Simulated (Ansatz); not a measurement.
Crystal: Te2Mo.

```
CELL_PARAMETERS angstrom
3.51820 0.00000 0.00000
-1.75910 3.04685 0.00000
0.00000 0.00000 13.97360
ATOMIC_POSITIONS crystal
Te 0.66667 0.33333 0.37900
Te 0.33333 0.66667 0.87900
Te 0.66667 0.33333 0.12100
Te 0.33333 0.66667 0.62100
Mo 0.66667 0.33333 0.75000
Mo 0.33333 0.66667 0.25000
```

| Quantity | Value |
| --- | --- |
| Program | Ansatz 0.2.0 |
| Task | relaxation of cell and atoms |
| Functional | RPBE |
| Potentials or basis | Ansatz PAW |
| Cutoff | 420 eV (not typed: the program's choice for these potentials) |
| k mesh | 9 × 9 × 2 |
| Occupations | fermi-dirac, width 0.05 eV |
| Spin | no spin polarisation |

At the start: volume 24.96 Å³/atom.

How do energy, volume and symmetry change on relaxing?

It ends after 19 steps and the volume is 35.75 Å³/atom (+43.2 %); space group P6_3/mmc (No. 194, to 0.05 Å).

Step by step:
```csv
step,energy change (eV),largest force (eV/Å),volume (Å³)
1,0.0000,0.2586,149.79
2,-0.1060,0.4767,171.69
3,-0.2407,0.0051,170.64
4,-0.2691,0.1937,173.42
5,-0.2885,0.0993,179.72
6,-0.2927,0.0038,180.47
7,-0.2929,0.0019,181.71
8,-0.3173,0.0022,181.71
9,-0.3302,0.0012,185.82
10,-0.3451,0.0517,193.40
11,-0.3516,0.0138,201.10
12,-0.3512,0.0300,203.38
13,-0.3515,0.0008,202.58
14,-0.3572,0.0007,202.58
15,-0.3584,0.0006,206.16
16,-0.3586,0.0267,211.57
17,-0.3586,0.0074,213.25
18,-0.3584,0.0016,214.48
19,-0.3601,0.0013,214.48
```

Final structure:
```yaml
crystal:
  lattice:
    - [3.58978, 0.00000, 0.00000]
    - [-1.79489, 3.10884, 0.00000]
    - [0.00000, 0.00000, 19.21876]
  atoms:
    - { symbol: Te, position: [0.66667, 0.33333, 0.34410] }
    - { symbol: Te, position: [0.33333, 0.66667, 0.84410] }
    - { symbol: Te, position: [0.66667, 0.33333, 0.15590] }
    - { symbol: Te, position: [0.33333, 0.66667, 0.65590] }
    - { symbol: Mo, position: [0.66667, 0.33333, 0.75000] }
    - { symbol: Mo, position: [0.33333, 0.66667, 0.25000] }
```

Caveat: the volume moved by over 15 % at a fixed basis, so the end points are rough; the plane-wave basis is chosen anew once the cell has moved, so the energies of steps on either side of that aren't comparable; this functional lacks dispersion, which binds the layers, so the pressure and a relaxed spacing across them are unreliable, and here the layers came unbound; the volume moved by +43 % from the deposited cell, more than functionals usually miss; the PAW data sets come from PBE, with cores solved anew for the run's functional, which leaves a small shift of forces and pressure.
